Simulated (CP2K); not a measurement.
# CdS (P3m1) in CP2K: further runs

The runs below take CdS through single point, with PBE.

All numbers are computed with CP2K 2026.2; they aren't measurements. Logs are shortened: lines on timing, memory, paths and dates and some standing lists are left out, and cuts for length are marked.

## 1. Starting point

It takes space group P3m1 (No. 156, trigonal). The conventional cell has a = 4.261 Å, b = 4.261 Å, c = 5.804 Å, α = 90.00°, β = 90.00°, γ = 120.00°. Cd (site symmetry 3m) is surrounded by 3 S at 2.46 Å. S (site symmetry 3m) is surrounded by 3 Cd at 2.46 Å.

Measurements of this composition are mostly on another form, of space group No. 186.

## 2. Single point, PBE

cds_scf.inp

```
&GLOBAL
  PROJECT cds_scf
  RUN_TYPE ENERGY_FORCE
  PRINT_LEVEL LOW
&END GLOBAL
&FORCE_EVAL
  METHOD QS
  STRESS_TENSOR ANALYTICAL
  &DFT
    BASIS_SET_FILE_NAME BASIS_MOLOPT
    POTENTIAL_FILE_NAME GTH_POTENTIALS
    &MGRID
      CUTOFF 450
      REL_CUTOFF 60
      NGRIDS 5
    &END MGRID
    &QS
      METHOD GPW
      EPS_DEFAULT 1.0E-9
    &END QS
    &KPOINTS
      SCHEME MONKHORST-PACK 7 7 5
      GAMMA_CENTERED T
      SYMMETRY T
      SYMMETRY_BACKEND SPGLIB
    &END KPOINTS
    &SCF
      SCF_GUESS ATOMIC
      EPS_SCF 1.0E-6
      MAX_SCF 100
      ADDED_MOS 10
      CHOLESKY OFF
      EPS_EIGVAL 1.0E-7
      &DIAGONALIZATION ON
        ALGORITHM STANDARD
      &END DIAGONALIZATION
      &MIXING ON
        METHOD BROYDEN_MIXING
        ALPHA 0.4
        BETA 1.5
        NBUFFER 8
      &END MIXING
      &SMEAR ON
        METHOD FERMI_DIRAC
        ELECTRONIC_TEMPERATURE [K] 580.226
      &END SMEAR
    &END SCF
    &XC
      &XC_FUNCTIONAL
        &GGA_X_PBE
        &END GGA_X_PBE
        &GGA_C_PBE
        &END GGA_C_PBE
      &END XC_FUNCTIONAL
    &END XC
    &PRINT
      &KPOINTS ON
      &END KPOINTS
      &MULLIKEN ON
      &END MULLIKEN
      &MO ON
        ENERGIES T
        OCCUPATION_NUMBERS T
        &EACH
          QS_SCF 0
        &END EACH
        ADD_LAST NUMERIC
      &END MO
    &END PRINT
  &END DFT
  &SUBSYS
    &CELL
      ABC 4.2611695877 4.2611695877 5.8041729400
      ALPHA_BETA_GAMMA 90.0000000000 90.0000000000 120.0000000005
      PERIODIC XYZ
    &END CELL
    &COORD
      SCALED
      Cd  0.0000000000 0.0000000000 0.4426919200
      S   0.6666666667 0.3333333333 0.4343080800
    &END COORD
    &KIND Cd
      BASIS_SET DZVP-MOLOPT-SR-GTH-q12
      POTENTIAL GTH-PBE-q12
    &END KIND
    &KIND S
      BASIS_SET DZVP-MOLOPT-SR-GTH-q6
      POTENTIAL GTH-PBE-q6
    &END KIND
    &PRINT
      &ATOMIC_COORDINATES ON
      &END ATOMIC_COORDINATES
      &CELL ON
      &END CELL
    &END PRINT
  &END SUBSYS
  &PRINT
    &FORCES ON
    &END FORCES
    &STRESS_TENSOR ON
    &END STRESS_TENSOR
  &END PRINT
&END FORCE_EVAL
```

Potentials or basis: GTH_POTENTIALS Cd GTH-PBE-q12, S GTH-PBE-q6; DZVP-MOLOPT-SR-GTH basis.

On the command line:

```console
> OMP_NUM_THREADS=1 cp2k.psmp -i cds_scf.inp -o cds_scf.out
```

cds_scf.out:

```text

 CP2K| version string:                                       CP2K version 2026.2
 CP2K| Input file name                                               cds_scf.inp

 GLOBAL| Force Environment number                                              1
 GLOBAL| Basis set file name                                        BASIS_MOLOPT
 GLOBAL| Potential file name                                      GTH_POTENTIALS
 GLOBAL| MM Potential file name                                     MM_POTENTIAL
 GLOBAL| Coordinate file name                                      __STD_INPUT__
 GLOBAL| Method name                                                        CP2K
 GLOBAL| Project name                                                    cds_scf
 GLOBAL| Run type                                                   ENERGY_FORCE
 GLOBAL| FFT library                                                       FFTW3
[... 8 lines left out ...]
 GLOBAL| CPU model name                                                  UNKNOWN

 CELL| Volume [angstrom^3]:                                            91.270118
 CELL| Vector a [angstrom]:       4.261     0.000     0.000   |a| =     4.261170
 CELL| Vector b [angstrom]:      -2.131     3.690     0.000   |b| =     4.261170
 CELL| Vector c [angstrom]:       0.000     0.000     5.804   |c| =     5.804173
 CELL| Angle (b,c), alpha [degree]:                                    90.000000
 CELL| Angle (a,c), beta  [degree]:                                    90.000000
 CELL| Angle (a,b), gamma [degree]:                                   120.000000
 CELL| Numerically orthorhombic:                                              NO
 CELL| Periodicity                                                           XYZ

 CELL_REF| Volume [angstrom^3]:                                        91.270118
 CELL_REF| Vector a [angstrom     4.261     0.000     0.000   |a| =     4.261170
 CELL_REF| Vector b [angstrom    -2.131     3.690     0.000   |b| =     4.261170
 CELL_REF| Vector c [angstrom     0.000     0.000     5.804   |c| =     5.804173
 CELL_REF| Angle (b,c), alpha [degree]:                                90.000000
 CELL_REF| Angle (a,c), beta  [degree]:                                90.000000
 CELL_REF| Angle (a,b), gamma [degree]:                               120.000000
 CELL_REF| Numerically orthorhombic:                                          NO
 CELL_REF| Periodicity                                                       XYZ
[... 9 lines left out ...]
 TOTAL NUMBERS AND MAXIMUM NUMBERS

  Total number of            - Atomic kinds:                                   2
                             - Atoms:                                          2
                             - Shell sets:                                     2
                             - Shells:                                        12
                             - Primitive Cartesian functions:                  9
                             - Cartesian basis functions:                     44
                             - Spherical basis functions:                     38

  Maximum angular momentum of- Orbital basis functions:                        3
                             - Local part of the GTH pseudopotential:          0
                             - Non-local part of the GTH pseudopotential:      4

 MODULE QUICKSTEP: ATOMIC COORDINATES IN ANGSTROM

   Atom Kind Element         X             Y             Z       Z(eff)     Mass
      1    1 Cd   48      0.000000      0.000000      2.569460  12.0000 112.4110
      2    2 S    16      2.130585      1.230094      2.520799   6.0000  32.0650

 SCF PARAMETERS         Density guess:                                    ATOMIC
                        --------------------------------------------------------
                        max_scf:                                             100
[... 7 lines left out ...]
                        --------------------------------------------------------
                        level_shift [a.u.]:                             0.000000
                        added MOs                                        10    0
                        --------------------------------------------------------
                        Mixing method:                            BROYDEN_MIXING
[... 11 lines left out ...]
 *******************************************************************************
 BRILLOUIN| K-point scheme                                        Monkhorst-Pack
 BRILLOUIN| K-Point grid                                             7    7    5
 BRILLOUIN| Gamma-centered k-point mesh                                     ON
 BRILLOUIN| K-point symmetry accuracy                               0.100000E-05
 BRILLOUIN| K-Point point group symmetrization                                ON
 BRILLOUIN| Symmetry backend                                             SPGLIB
[... 35 lines left out ...]
     8 Broy./Diag. 0.40E+00    0.5     0.00155009       -56.3105793946 -7.80E-03
     9 Broy./Diag. 0.40E+00    0.5     0.00044291       -56.3096919296  8.87E-04
    10 Broy./Diag. 0.40E+00    0.6     0.00111582       -56.3080559586  1.64E-03
    11 Broy./Diag. 0.40E+00    0.6     0.00039693       -56.3054426275  2.61E-03
    12 Broy./Diag. 0.40E+00    0.6     0.00010287       -56.3047995518  6.43E-04
    13 Broy./Diag. 0.40E+00    0.6     0.00010962       -56.3049603642 -1.61E-04
    14 Broy./Diag. 0.40E+00    0.6     0.00001174       -56.3048530521  1.07E-04
    15 Broy./Diag. 0.40E+00    0.6     0.00001895       -56.3048382092  1.48E-05
    16 Broy./Diag. 0.40E+00    0.6     0.00000392       -56.3048061700  3.20E-05
    17 Broy./Diag. 0.40E+00    0.6     0.00000252       -56.3048020103  4.16E-06
    18 Broy./Diag. 0.40E+00    0.6     0.00000113       -56.3047988209  3.19E-06
    19 Broy./Diag. 0.40E+00    0.6     0.00000093       -56.3048024236 -3.60E-06

  *** SCF run converged in    19 steps ***

  Electronic density on regular grids:        -17.9999999819        0.0000000181
  Core density on regular grids:               17.9999999801       -0.0000000199
  Total charge density on r-space grids:       -0.0000000018
  Total charge density g-space grids:          -0.0000000018

  Overlap energy of the core charge distribution:               0.00000000084771
  Self energy of the core charge distribution:                -98.03709906323351
  Core Hamiltonian energy:                                     29.51463116590168
  Hartree energy:                                              21.08875083678152
  Exchange-correlation energy:                                 -8.87108536290900
  Electronic entropic energy:                                  -0.00000000103209
  Fermi energy:                                                -0.00884769521977

  Total energy:                                               -56.30480242364373
  Total energy (extrapolated to T->0):                        -56.30480242312768

 MO| EIGENVALUES AND OCCUPATION NUMBERS FOR K POINT 1
 MO|
 MO|  Index      Eigenvalue [a.u.]        Eigenvalue [eV]             Occupation
 MO|      1              -0.451633             -12.289557               2.000000
 MO|      2              -0.313685              -8.535808               2.000000
 MO|      3              -0.309035              -8.409261               2.000000
 MO|      4              -0.305529              -8.313873               2.000000
 MO|      5              -0.302649              -8.235487               2.000000
 MO|      6              -0.288253              -7.843766               2.000000
[... 11 lines left out ...]
 MO|     18               0.479035              13.035209               0.000000
 MO|     19               0.544970              14.829399               0.000000
 MO| Sum:                                                              18.000000
 MO| E(Fermi):           -0.008848 a.u.         -0.240758 eV
[... 302 lines left out ...]
 MO|
 MO|  Index      Eigenvalue [a.u.]        Eigenvalue [eV]             Occupation
 MO|      1              -0.453565             -12.342118               2.000000
 MO|      2              -0.316282              -8.606465               2.000000
 MO|      3              -0.311815              -8.484911               2.000000
 MO|      4              -0.304908              -8.296973               2.000000
 MO|      5              -0.302444              -8.229914               2.000000
 MO|      6              -0.289760              -7.884774               2.000000
[... 11 lines left out ...]
 MO|     18               0.458700              12.481858               0.000000
 MO|     19               0.518847              14.118545               0.000000
 MO| Sum:                                                              18.000000
 MO| E(Fermi):           -0.008848 a.u.         -0.240758 eV

 [... the levels of further k-points ...]

 !-----------------------------------------------------------------------------!
                     Mulliken Population Analysis

 #  Atom  Element  Kind  Atomic population                           Net charge
       1     Cd       1         11.559400                              0.440600
       2     S        2          6.440600                             -0.440600
 # Total charge                             18.000000                 -0.000000

 !-----------------------------------------------------------------------------!

 ENERGY| Total FORCE_EVAL ( QS ) energy [hartree]            -56.304808008256870

 FORCES| Atomic forces [hartree/bohr]
 FORCES|   Atom     x               y               z               |f|
 FORCES|      1  4.58619455E-11 -1.19613648E-09  2.11219037E-04   2.11219037E-04
 FORCES|      2 -1.57210374E-10  1.26053088E-09 -1.85647931E-04   1.85647931E-04
 FORCES| Sum    -1.11348428E-10  6.43944047E-11  2.55711059E-05
 FORCES| Total atomic force                                       2.55711059E-05

 STRESS| Analytical stress tensor [bar]
 STRESS|                        x                   y                   z
 STRESS|      x        5.48097116672E+03   7.58290919555E-04  -4.77774373861E-05
 STRESS|      y        7.58290919555E-04   5.48098280051E+03   5.86217557351E-03
 STRESS|      z       -4.77774373861E-05   5.86217557351E-03  -5.35200373215E+02
 STRESS| 1/3 Trace                                             3.47558453134E+03
 STRESS| Determinant                                          -1.60780125855E+10

 STRESS| Eigenvectors and eigenvalues of the analytical stress tensor [bar]
 STRESS|                        1                   2                   3
 STRESS| Eigenvalues  -5.35200373221E+02   5.48097111750E+03   5.48098284973E+03
 STRESS|      x           0.000000007942      0.997900272461      0.064769176476
 STRESS|      y          -0.000000974401     -0.064769176475      0.997900272461
 STRESS|      z           1.000000000000     -0.000000071036      0.000000971841
```

Wall time 12 s (1 thread of Arm Neoverse V2, shared host); peak memory 0.32 GiB.

Results:

| Item | Value |
| --- | --- |
| Free energy | -1532.1317 eV |
| Pressure | 0.3 GPa |
| Largest force | 0.011 eV/Å |
| Band gap on the k mesh | 1.48 eV, indirect (least direct gap 1.52 eV) |
| Mulliken charges | Cd +0.44; S -0.44 e |

Forces in eV/Å, atoms in the order of the input:
```
Cd   0.000  0.000  0.011
S    0.000  0.000 -0.010
```

Caveat: Mulliken charges move with the basis; an odd mesh through Γ misses points on the zone boundary, where band edges often lie; the basis of atomic orbitals isn't converged, which shifts pressures, moduli and gaps.

## 3. Single point, PBE

cds_scf.inp, as its differences from that of step 2:

```diff
@@ -83,3 +83,3 @@
       BASIS_SET DZVP-MOLOPT-SR-GTH-q12
-      POTENTIAL GTH-PBE-q12
+      POTENTIAL GTH-PADE-q12
     &END KIND
@@ -87,3 +87,3 @@
       BASIS_SET DZVP-MOLOPT-SR-GTH-q6
-      POTENTIAL GTH-PBE-q6
+      POTENTIAL GTH-PADE-q6
     &END KIND
```

Potentials or basis: GTH_POTENTIALS Cd GTH-PADE-q12, S GTH-PADE-q6; DZVP-MOLOPT-SR-GTH basis.

On the command line:

```console
> OMP_NUM_THREADS=1 cp2k.psmp -i cds_scf.inp -o cds_scf.out
```

Wall time 12 s (1 thread of Arm Neoverse V2, shared host); peak memory 0.32 GiB.

Results (log left out):

```yaml
Free_energy: -1536.2773 eV
Pressure: -0.1 GPa
Largest_force: 0.006 eV/Å
Band_gap_on_the_k_mesh: 1.44 eV, indirect (least direct gap 1.51 eV)
Mulliken_charges: Cd +0.44; S -0.44 e
```

Forces in eV/Å, atoms in the order of the input:
```
Cd   0.000  0.000  0.006
S    0.000  0.000 -0.005
```

Levels at points of the mesh, in eV from the valence-band top:
| k point | band 7 | band 8 | band 9 | band 10 | band 11 | band 12 |
| --- | --- | --- | --- | --- | --- | --- |
| (0.00, 0.00, 0.00) | -0.97 | -0.07 | -0.07 | 1.44 | 6.69 | 6.99 |

Caveat: Mulliken charges move with the basis; the potentials were made for another functional, which shifts forces and pressure; an odd mesh through Γ misses points on the zone boundary, where band edges often lie; the basis of atomic orbitals isn't converged, which shifts pressures, moduli and gaps.

## 4. Single point, PBE

cds_scf.inp, as its differences from that of step 3:

```diff
@@ -83,3 +83,3 @@
       BASIS_SET DZVP-MOLOPT-SR-GTH-q12
-      POTENTIAL GTH-PADE-q12
+      POTENTIAL GTH-PBE-q12
     &END KIND
@@ -87,3 +87,3 @@
       BASIS_SET DZVP-MOLOPT-SR-GTH-q6
-      POTENTIAL GTH-PADE-q6
+      POTENTIAL GTH-BLYP-q6
     &END KIND
```

Potentials or basis: GTH_POTENTIALS Cd GTH-PBE-q12, S GTH-BLYP-q6; DZVP-MOLOPT-SR-GTH basis.

On the command line:

```console
> OMP_NUM_THREADS=1 cp2k.psmp -i cds_scf.inp -o cds_scf.out
```

It took 12 s on 1 thread of Arm Neoverse V2, shared host; peak memory 0.32 GiB.

The run converged. Its results:

* Free energy: -1531.9540 eV
* Pressure: 0.4 GPa
* Largest force: 0.012 eV/Å
* Band gap on the k mesh: 1.48 eV, indirect (least direct gap 1.51 eV)
* Mulliken charges: Cd +0.49; S -0.49 e

Forces in eV/Å, atoms in the order of the input:
```
Cd   0.000  0.000  0.012
S    0.000  0.000 -0.010
```

Stress tensor (GPa, compression positive):
```
 0.65  0.00  0.00
 0.00  0.65  0.00
 0.00  0.00 -0.05
```

Levels at points of the mesh, in eV from the valence-band top:
| k point | band 6 | band 7 | band 8 | band 9 | band 10 | band 11 | band 12 | band 13 |
| --- | --- | --- | --- | --- | --- | --- | --- | --- |
| (0.00, 0.00, 0.00) | -6.90 | -0.99 | -0.04 | -0.04 | 1.48 | 6.76 | 6.96 | 6.96 |

Caveat: Mulliken charges move with the basis; the potentials were made for another functional, which shifts forces and pressure; an odd mesh through Γ misses points on the zone boundary, where band edges often lie; the basis of atomic orbitals isn't converged, which shifts pressures, moduli and gaps.

## 5. Single point, PBE

cds_scf.inp, as its differences from that of step 4:

```diff
@@ -10,3 +10,3 @@
     BASIS_SET_FILE_NAME BASIS_MOLOPT
-    POTENTIAL_FILE_NAME GTH_POTENTIALS
+    POTENTIAL_FILE_NAME POTENTIAL_UZH
     &MGRID
@@ -83,3 +83,3 @@
       BASIS_SET DZVP-MOLOPT-SR-GTH-q12
-      POTENTIAL GTH-PBE-q12
+      POTENTIAL GTH-SCAN-q12
     &END KIND
@@ -87,3 +87,3 @@
       BASIS_SET DZVP-MOLOPT-SR-GTH-q6
-      POTENTIAL GTH-BLYP-q6
+      POTENTIAL GTH-SCAN-q6
     &END KIND
```

Potentials or basis: POTENTIAL_UZH Cd GTH-SCAN-q12, S GTH-SCAN-q6; DZVP-MOLOPT-SR-GTH basis.

On the command line:

```console
> OMP_NUM_THREADS=1 cp2k.psmp -i cds_scf.inp -o cds_scf.out
```

Wall time 12 s (1 thread of Arm Neoverse V2, shared host); peak memory 0.32 GiB.

It converged, with:

```
Free energy            : -1533.2358 eV
Pressure               : 1.1 GPa
Largest force          : 0.015 eV/Å
Band gap on the k mesh : 1.68 eV, indirect (least direct gap 1.71 eV)
Mulliken charges       : Cd +0.46; S -0.46 e
```

Forces in eV/Å, atoms in the order of the input:
```
Cd   0.000  0.000  0.015
S    0.000  0.000 -0.014
```

Stress tensor (GPa, compression positive):
```
 1.70  0.00  0.00
 0.00  1.70  0.00
 0.00  0.00 -0.05
```

Levels at points of the mesh, in eV from the valence-band top:
| k point | band 5 | band 6 | band 7 | band 8 | band 9 | band 10 | band 11 | band 12 | band 13 | band 14 |
| --- | --- | --- | --- | --- | --- | --- | --- | --- | --- | --- |
| (0.00, 0.00, 0.00) | -7.38 | -7.09 | -0.98 | -0.03 | -0.03 | 1.68 | 6.77 | 7.09 | 7.09 | 7.14 |

Caveat: Mulliken charges move with the basis; the potentials were made for another functional, which shifts forces and pressure; an odd mesh through Γ misses points on the zone boundary, where band edges often lie; the basis of atomic orbitals isn't converged, which shifts pressures, moduli and gaps.

## 6. Single point, PBE

cds_scf.inp, as its differences from that of step 5:

```diff
@@ -83,3 +83,3 @@
       BASIS_SET DZVP-MOLOPT-SR-GTH-q12
-      POTENTIAL GTH-SCAN-q12
+      POTENTIAL GTH-PBE0-q12
     &END KIND
@@ -87,3 +87,3 @@
       BASIS_SET DZVP-MOLOPT-SR-GTH-q6
-      POTENTIAL GTH-SCAN-q6
+      POTENTIAL GTH-PBE0-q6
     &END KIND
```

Potentials or basis: POTENTIAL_UZH Cd GTH-PBE0-q12, S GTH-PBE0-q6; DZVP-MOLOPT-SR-GTH basis.

On the command line:

```console
> OMP_NUM_THREADS=1 cp2k.psmp -i cds_scf.inp -o cds_scf.out
```

Run time: 11 s. Hardware: 1 thread of Arm Neoverse V2, shared host; peak memory 0.32 GiB.

The run converged. Its results:

```
Free energy            : -1559.3836 eV
Pressure               : 0.4 GPa
Largest force          : 0.015 eV/Å
Band gap on the k mesh : 1.56 eV, indirect (least direct gap 1.70 eV)
Mulliken charges       : Cd +0.48; S -0.48 e
```

Forces in eV/Å, atoms in the order of the input:
```
Cd   0.000  0.000  0.015
S    0.000  0.000 -0.014
```

Stress tensor (GPa, compression positive):
```
 0.75  0.00  0.00
 0.00  0.75  0.00
 0.00  0.00 -0.20
```

Levels at points of the mesh, in eV from the valence-band top:
```tsv
k point	band 5	band 6	band 7	band 8	band 9	band 10	band 11	band 12	band 13	band 14
(0.00, 0.00, 0.00)	-8.67	-8.31	-0.92	-0.14	-0.14	1.56	6.77	7.11	7.11	7.21
```

Caveat: Mulliken charges move with the basis; an odd mesh through Γ misses points on the zone boundary, where band edges often lie; the basis of atomic orbitals isn't converged, which shifts pressures, moduli and gaps.

## 7. The runs side by side

| potentials or basis | gap on the mesh (eV) | pressure (GPa) | largest force (eV/Å) |
| --- | --- | --- | --- |
| GTH_POTENTIALS Cd GTH-PBE-q12, S GTH-PBE-q6; DZVP-MOLOPT-SR-GTH basis | 1.48 | 0.3 | 0.01 |
| GTH_POTENTIALS Cd GTH-PADE-q12, S GTH-PADE-q6; DZVP-MOLOPT-SR-GTH basis | 1.44 | -0.1 | 0.01 |
| GTH_POTENTIALS Cd GTH-PBE-q12, S GTH-BLYP-q6; DZVP-MOLOPT-SR-GTH basis | 1.48 | 0.4 | 0.01 |
| POTENTIAL_UZH Cd GTH-SCAN-q12, S GTH-SCAN-q6; DZVP-MOLOPT-SR-GTH basis | 1.68 | 1.1 | 0.02 |
| POTENTIAL_UZH Cd GTH-PBE0-q12, S GTH-PBE0-q6; DZVP-MOLOPT-SR-GTH basis | 1.56 | 0.4 | 0.02 |

Alike in all rows: task single point; level PBE; no spin polarisation; cell as given; k mesh 7 × 7 × 5; smearing fermi-dirac 0.05 eV.

Caveats: an odd mesh through Γ misses points on the zone boundary, where band edges often lie; the basis of atomic orbitals isn't converged, which shifts pressures, moduli and gaps; the potentials were made for another functional, which shifts forces and pressure (some runs).

Total energies depend on the potentials used, so only differences within one code and one set of settings carry meaning.
